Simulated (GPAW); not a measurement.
# RbBr (Fm-3m): G0W0 on several meshes in GPAW

Wanted: mesh dependence and cost of G0W0 for RbBr (Fm-3m).

Program: GPAW 26.7.0. Level of theory: PBE and many-body steps on it, plane waves. Results are calculated unless marked as measured.

The database entry behind the starting cell differs from later determinations by our own check (about 0.5 % short), so it need not match the best structure at ambient conditions.

### Step 1. Starting point

The structure is cubic, space group Fm-3m (No. 225). Conventional cell: a = 6.854 Å, b = 6.854 Å, c = 6.854 Å, α = 90.00°, β = 90.00°, γ = 90.00°. Nearest to Rb lie 6 Br at 3.43 Å. Br has 6 Rb at 3.43 Å nearest. Farther neighbours and most contacts between anions are not listed.

Coordinates:

```xyz
2
Lattice="0.0000 3.4270 3.4270 3.4270 0.0000 3.4270 3.4270 3.4270 0.0000" Properties=species:S:1:pos:R:3 pbc="T T T"
Rb    0.0000    0.0000    0.0000
Br    3.4270    3.4270    3.4270
```

The cell and positions come from the Crystallography Open Database and are kept as given unless a step says otherwise.

### Step 2. Empty states on the mesh, 4×4×4 mesh, 379 bands

This step: GPAW 26.7.0; DFT, PBE, plane waves, PAW.

The sums over transitions need many empty states on a uniform mesh; this step solves for them.

run.py reads:

```python
import json
import numpy as np
from gpaw.mpi import world
from gpaw import GPAW

calc = GPAW('gs.gpw').fixed_density(kpts={'size': (4, 4, 4), 'gamma': True},
    parallel={'domain': 1, 'band': 1},
    txt='nscf.txt')
calc.diagonalize_full_hamiltonian(nbands=379)
calc.write('full.gpw', mode='all')
res = {}
kpts = calc.get_ibz_k_points()
res['kpts'] = kpts
res['eigenvalues'] = [calc.get_eigenvalues(kpt=k) for k in range(len(kpts))]
res['n_electrons'] = calc.get_number_of_electrons()

if world.rank == 0:
    with open('result.json', 'w') as f:
        json.dump(res, f, default=lambda x: x.tolist())
```

The run is started by

```console
> mpirun -n 4 gpaw python run.py
```

Numbers of over 12 decimals in the logs are rounded to 6 here.

The log of the run:

```text
Diagonalizing LCAO Hamiltonian
Converting LCAO to pw mode
convergence criteria:
- Maximum integral of absolute [eigenst]ate change: 4e-08 eV^2 / valence electron
maximum number of iterations: 100

SCF iterations
|iter     |     time |      energy | eigst |  dens |
|iter:   1|  |             | +1.56 |       |
|iter:   2|  |             | +0.38 |       |
|iter:   3|  |             | -0.51 |       |
[...]
|iter:  14|  |             | -6.98 |       |
|iter:  15|  |             | -7.31 |       |
|iter:  16|  |             | -7.54c|       |
SCF steps: 16
  __  _  _
 | _ |_)|_||  |
 |__||  | ||/\| - 26.7.0

Input parameters:
  mode=PW(ecut=450.000000),
  convergence={'density': 1e-06, 'bands': -3},
  gpts=array([24, 24, 24]),
  kpts=MonkhorstPack(size=(4, 4, 4), gamma=True),
  maxiter=100,
  nbands=15,
  occupations=Occupations(name='fermi-dirac', width=0.001, fixmagmom=False),
  parallel={'domain': 1, 'band': 1},
  xc=XC(name='PBE')
Matrix size: 1807x1807
# Writing to full.gpw (mode='all')
  [... matrices ...]

timing:  # [seconds]
  Total: 8.733  # ━━━━━━━━━━━━━━━━━━━━━━━━━━━━━━━━━━━━━━━━━━━━━━━━━━━━━━━━━━━
```

Wall time 14 s (4 MPI ranks of Intel Xeon Platinum 8375C at 2.90GHz (Ice Lake), shared host); peak memory 1.7 GiB.

Numbers from this step:

```
gap                                                           : 4.368 eV
k of the valence top                                          : 0, 0, 0
k of the conduction bottom                                    : 0, 0, 0
least direct gap                                              : 4.368 eV
k points computed                                             : 8
lowest point of the top converged band, above the valence top : 156.2231 eV
```

On this mesh the gap is 4.368 eV.

### Step 3. 4×4×4

G0W0 replaces the xc potential by the self-energy, built once from these orbitals. Only a window of levels is corrected, while the sums run over the empty bands that the input names.

This step: G0W0 on PBE, plane waves, PAW.

run.py reads:

```python
import json
import numpy as np
from gpaw.mpi import world
from gpaw.response.g0w0 import G0W0

gw = G0W0('full.gpw',
    filename='gw',
    kpts=[0],
    bands=(6, 10),
    ecut=96,
    nbands=171,
    integrate_gamma='WS',
    ppa=True)
gw.calculate()
res = {mode: {k: v for k, v in r.items() if k != 'sigma_eskwn'}
       for mode, r in gw.all_results.items()}

if world.rank == 0:
    with open('result.json', 'w') as f:
        json.dump(res, f, default=lambda x: x.tolist())
```

The run is started by

```console
> mpirun -n 4 gpaw python run.py
```

The log of the run:

```text
Using integrator: PointIntegrator
FrequencyGridDescriptor(from 0.000+0.000j to 0.000+27.211j eV, 2 points)
Nonperiodic BCs:  [False False False]
Using integrator: PointIntegrator
FrequencyGridDescriptor(from 0.000+0.000j to 0.000+27.211j eV, 2 points)
Nonperiodic BCs:  [False False False]
  ___  _ _ _
 |   || | | |
 | | || | | |
 |__ ||_____|
 |___|

BZ k-points: Symmetries present (total): 48

  [... matrices ...]
64 k-points: 4 x 4 x 4 Monkhorst-Pack grid + [1/8,1/8,1/8]
8 k-points in the irreducible part of the Brillouin zone
       k-points in crystal coordinates                weights
   0:     0.00000000    0.00000000    0.00000000          1/64
   1:     0.25000000    0.25000000    0.00000000          6/64
   2:     0.25000000    0.25000000    0.25000000          8/64
   3:     0.50000000    0.25000000   -0.25000000          6/64
   4:     0.50000000    0.25000000    0.25000000         12/64
   5:     0.50000000    0.50000000    0.00000000          3/64
   6:     0.50000000    0.50000000    0.25000000         24/64
   7:     0.50000000    0.50000000    0.50000000          4/64

Distributing spins, k-points and bands (1 x 1 x 4) over 4 processes
Number of blocks: 1

Quasi particle states:
k-points (IBZ indices): [0]
Band range: (6, 10)
  [... matrices ...]
Computational parameters:
Plane wave cut-off: 96 eV
Number of bands: 171
Coulomb cutoff: None
Broadening: 0.1 eV

fxc modes: GW
Kernel: RPA
Using Godby-Needs plasmon-pole approximation:
  Fitting energy: i*E0, E0 = 1.000 Hartree
Summing all q:

Calculating screened Coulomb potential
No Coulomb truncation
FrequencyGridDescriptor(from 0.000+0.000j to 0.000+27.211j eV, 2 points)
Removing empty qpoint cache files...

Calculating chi0 body with:
    Ground state adapter containing:
    Number of spins: 1
    Number of kpoints: 64
    Number of irreducible kpoints: 8
    Number of completely occupied states: 8
    Number of partially occupied states: 8
    Occupied states memory: 1.6875 M / cpu

    Linear response parametrization:
    q_c: [0.0, 0.0, 0.0]
    Number of frequency points: 2
    Planewave cutoff: 96.0
    Number of bands: 171
    Number of planewaves: 169
    Broadening (eta): 1e-06
    comm.size: 4
    kncomm.size: 4
    blockcomm.size: 1

    Memory estimate of potentially large arrays:
        chi0_wGG: 0.871613 M / cpu
Integrating chi0 body.

Symmetries of q_c:
    Direct symmetries (Uq -> q): 48
    Indirect symmetries (TUq -> q): 0
In total 48 allowed symmetries.

  [... matrices ...]
8 groups of equivalent kpoints. 87.5% reduction.

Integral kind: response function
Integrating chi0 head and wings.

Symmetries of q_c:
    Direct symmetries (Uq -> q): 48
    Indirect symmetries (TUq -> q): 0
In total 48 allowed symmetries.

  [... matrices ...]
8 groups of equivalent kpoints. 87.5% reduction.

Integral kind: response function wings

Calculating chi0 body with:
    Ground state adapter containing:
    Number of spins: 1
    Number of kpoints: 64
    Number of irreducible kpoints: 8
    Number of completely occupied states: 8
    Number of partially occupied states: 8
    Occupied states memory: 1.6875 M / cpu

    Linear response parametrization:
[... the further q-points ...]

Results:
f:      Occupation numbers
eps:     KS-eigenvalues [eV]
vxc:     KS vxc [eV]
exx:     Exact exchange [eV]
sigma:   Self-energies [eV]
dsigma:  Self-energy derivatives
Z:       Renormalization factors
qp:      QP-energies [eV]

k-point 0 (0): (0.000, 0.000, 0.000)                GW
band       f     eps     vxc     exx   sigma  dsigma       Z      qp
                                                                   GW
   6   1.000  -0.082 -15.451 -19.335   1.703  -0.217   0.822  -1.876
   7   1.000  -0.082 -15.451 -19.335   1.703  -0.217   0.822  -1.876
   8   0.000   4.286  -7.670  -4.190  -2.821  -0.142   0.876   4.863
   9   0.000   7.203  -7.950  -3.803  -2.940  -0.146   0.873   8.255
```

The job ended after 39 s (4 MPI ranks; peak memory 1.2 GiB; 2.6 min of CPU time).

This step gave:

```
G0W0 gap on the points computed              : 6.739 eV
least direct G0W0 gap on the computed points : 6.739 eV
Z at the valence top                         : 0.8218
Z at the conduction bottom                   : 0.8758
starting gap on the mesh                     : 4.368 eV
k of the valence top                         : 0, 0, 0
k of the conduction bottom                   : 0, 0, 0
```

The gap on the mesh goes from 4.37 eV to 6.74 eV, a correction of +2.37 eV.

### Step 4. Empty states on the mesh, 2×2×2 mesh, 181 bands

This step: DFT, PBE, plane waves, PAW.

run.py reads:

```python
import json
import numpy as np
from gpaw.mpi import world
from gpaw import GPAW

calc = GPAW('gs.gpw').fixed_density(kpts={'size': (2, 2, 2), 'gamma': True},
    parallel={'domain': 1, 'band': 1},
    txt='nscf.txt')
calc.diagonalize_full_hamiltonian(nbands=181)
calc.write('full.gpw', mode='all')
res = {}
kpts = calc.get_ibz_k_points()
res['kpts'] = kpts
res['eigenvalues'] = [calc.get_eigenvalues(kpt=k) for k in range(len(kpts))]
res['n_electrons'] = calc.get_number_of_electrons()

if world.rank == 0:
    with open('result.json', 'w') as f:
        json.dump(res, f, default=lambda x: x.tolist())
```

The run is started by

```console
> mpirun -n 3 gpaw python run.py
```

The log of the run:

```text
Diagonalizing LCAO Hamiltonian
Converting LCAO to pw mode
convergence criteria:
- Maximum integral of absolute [eigenst]ate change: 4e-08 eV^2 / valence electron
maximum number of iterations: 100

SCF iterations
|iter     |     time |      energy | eigst |  dens |
|iter:   1|  |             | +1.47 |       |
|iter:   2|  |             | +0.87 |       |
|iter:   3|  |             | -0.23 |       |
[...]
|iter:  17|  |             | -6.94 |       |
|iter:  18|  |             | -7.28 |       |
|iter:  19|  |             | -7.64c|       |
SCF steps: 19
  __  _  _
 | _ |_)|_||  |
 |__||  | ||/\| - 26.7.0

Input parameters:
  mode=PW(ecut=450.000000),
  convergence={'density': 1e-06, 'bands': -3},
  gpts=array([24, 24, 24]),
  kpts=MonkhorstPack(size=(2, 2, 2), gamma=True),
  maxiter=100,
  nbands=15,
  occupations=Occupations(name='fermi-dirac', width=0.001, fixmagmom=False),
  parallel={'domain': 1, 'band': 1},
  xc=XC(name='PBE')
Matrix size: 1807x1807
# Writing to full.gpw (mode='all')
  [... matrices ...]

timing:  # [seconds]
  Total: 3.880  # ━━━━━━━━━━━━━━━━━━━━━━━━━━━━━━━━━━━━━━━━━━━━━━━━━━━━━━━━━━━
```

Wall time 9.2 s (3 MPI ranks); peak memory 1.1 GiB; 27 s of CPU time.

This step gave:

```
gap                                                           : 4.368 eV
k of the valence top                                          : 0, 0, 0
k of the conduction bottom                                    : 0, 0, 0
least direct gap                                              : 4.368 eV
k points computed                                             : 3
lowest point of the top converged band, above the valence top : 91.0758 eV
```

On this mesh the gap is 4.368 eV.

### Step 5. 2×2×2

This step: G0W0 on PBE, plane waves, PAW.

run.py reads:

```python
import json
import numpy as np
from gpaw.mpi import world
from gpaw.response.g0w0 import G0W0

gw = G0W0('full.gpw',
    filename='gw',
    kpts=[0],
    bands=(6, 10),
    ecut=96,
    nbands=171,
    integrate_gamma='WS',
    ppa=True)
gw.calculate()
res = {mode: {k: v for k, v in r.items() if k != 'sigma_eskwn'}
       for mode, r in gw.all_results.items()}

if world.rank == 0:
    with open('result.json', 'w') as f:
        json.dump(res, f, default=lambda x: x.tolist())
```

The run is started by

```console
> mpirun -n 4 gpaw python run.py
```

The log of the run:

```text
Using integrator: PointIntegrator
FrequencyGridDescriptor(from 0.000+0.000j to 0.000+27.211j eV, 2 points)
Nonperiodic BCs:  [False False False]
Using integrator: PointIntegrator
FrequencyGridDescriptor(from 0.000+0.000j to 0.000+27.211j eV, 2 points)
Nonperiodic BCs:  [False False False]
  ___  _ _ _
 |   || | | |
 | | || | | |
 |__ ||_____|
 |___|

BZ k-points: Symmetries present (total): 48

  [... matrices ...]
8 k-points: 2 x 2 x 2 Monkhorst-Pack grid + [1/4,1/4,1/4]
3 k-points in the irreducible part of the Brillouin zone
       k-points in crystal coordinates                weights
   0:     0.00000000    0.00000000    0.00000000          1/8
   1:     0.50000000    0.50000000    0.00000000          3/8
   2:     0.50000000    0.50000000    0.50000000          4/8

Distributing spins, k-points and bands (1 x 1 x 4) over 4 processes
Number of blocks: 1

Quasi particle states:
k-points (IBZ indices): [0]
Band range: (6, 10)
  [... matrices ...]
Computational parameters:
Plane wave cut-off: 96 eV
Number of bands: 171
Coulomb cutoff: None
Broadening: 0.1 eV

fxc modes: GW
Kernel: RPA
Using Godby-Needs plasmon-pole approximation:
  Fitting energy: i*E0, E0 = 1.000 Hartree
Summing all q:

Calculating screened Coulomb potential
No Coulomb truncation
FrequencyGridDescriptor(from 0.000+0.000j to 0.000+27.211j eV, 2 points)
Removing empty qpoint cache files...

Calculating chi0 body with:
    Ground state adapter containing:
    Number of spins: 1
    Number of kpoints: 8
    Number of irreducible kpoints: 3
    Number of completely occupied states: 8
    Number of partially occupied states: 8
    Occupied states memory: 1.6875 M / cpu

    Linear response parametrization:
    q_c: [0.0, 0.0, 0.0]
    Number of frequency points: 2
    Planewave cutoff: 96.0
    Number of bands: 171
    Number of planewaves: 169
    Broadening (eta): 1e-06
    comm.size: 4
    kncomm.size: 4
    blockcomm.size: 1

    Memory estimate of potentially large arrays:
        chi0_wGG: 0.871613 M / cpu
Integrating chi0 body.

Symmetries of q_c:
    Direct symmetries (Uq -> q): 48
    Indirect symmetries (TUq -> q): 0
In total 48 allowed symmetries.

  [... matrices ...]
3 groups of equivalent kpoints. 62.5% reduction.

Integral kind: response function
Integrating chi0 head and wings.

Symmetries of q_c:
    Direct symmetries (Uq -> q): 48
    Indirect symmetries (TUq -> q): 0
In total 48 allowed symmetries.

  [... matrices ...]
3 groups of equivalent kpoints. 62.5% reduction.

Integral kind: response function wings

Calculating chi0 body with:
    Ground state adapter containing:
    Number of spins: 1
    Number of kpoints: 8
    Number of irreducible kpoints: 3
    Number of completely occupied states: 8
    Number of partially occupied states: 8
    Occupied states memory: 1.6875 M / cpu

    Linear response parametrization:
    q_c: [0.5, 0.5, 0.0]
[... the further q-points ...]

Results:
f:      Occupation numbers
eps:     KS-eigenvalues [eV]
vxc:     KS vxc [eV]
exx:     Exact exchange [eV]
sigma:   Self-energies [eV]
dsigma:  Self-energy derivatives
Z:       Renormalization factors
qp:      QP-energies [eV]

k-point 0 (0): (0.000, 0.000, 0.000)                GW
band       f     eps     vxc     exx   sigma  dsigma       Z      qp
                                                                   GW
   6   1.000  -0.082 -15.451 -19.466   1.784  -0.215   0.823  -1.918
   7   1.000  -0.082 -15.451 -19.466   1.784  -0.215   0.823  -1.918
   8   0.000   4.286  -7.670  -4.035  -2.966  -0.149   0.871   4.868
   9   0.000   7.203  -7.950  -3.780  -3.014  -0.151   0.869   8.207
```

The job ended after 8.7 s (4 MPI ranks; peak memory 1.1 GiB).

This step gave:

* G0W0 gap on the points computed: 6.787 eV
* least direct G0W0 gap on the computed points: 6.787 eV
* Z at the valence top: 0.8231
* Z at the conduction bottom: 0.8706
* starting gap on the mesh: 4.368 eV
* k of the valence top: 0, 0, 0
* k of the conduction bottom: 0, 0, 0

Against G0W0 in GPAW (4×4×4 mesh, 171 bands, screening to 96 eV, Godby-Needs plasmon pole), the gap moves by +0.048 eV.

### Step 6. The runs together

Times are wall times on 4 MPI ranks of Intel Xeon Platinum 8375C at 2.90GHz (Ice Lake), shared host, good to a factor of about two.

```
  run   mesh  bands  screening cutoff (eV)  DFT gap (eV)  gap on the mesh (eV)  direct (eV)   time
4×4×4  4×4×4    171                     96         4.368                 6.739        6.739   39 s
2×2×2  2×2×2    171                     96         4.368                 6.787        6.787  8.7 s
```

### Step 7. Outcome

```json
{"4×4×4": "6.739 eV", "2×2×2": "6.787 eV", "known limits": "not at the basis limit; no spin-orbit coupling; coarse k mesh"}
```

**Reading.** 2×2×2: +0.048 eV against 4×4×4. Bands and cutoff are finite, so the gap is not at the basis limit. The miss can reach some tenths of an eV and take either sign; the mesh is an error of its own. These stock PAW sets were not made for GW; the filled d or f shell of Br lies in the frozen core, which bears on start and correction. In the G0W0 runs levels were corrected at 1 k point alone, so a gap called «on the mesh» is the least over those, and an edge elsewhere would be missed. The many-body steps are scalar-relativistic: spin-orbit coupling is not in them.

[Paths, hosts, dates, memory and timing lines, banners, echoed tables and standing remarks are left out of the program output.]

[Logs are printed without paths, hosts, clocks, repeated set-up lines and the standing remarks that a program may print on its own settings, such as how far it seeks lower states.]

[Runs of the session that timed out or met a known fault of the program may be left out.]

[Hosts, paths, dates, database ids (printed as entryN), source tags and the programs' standing remarks are cut or masked in the printed files.]
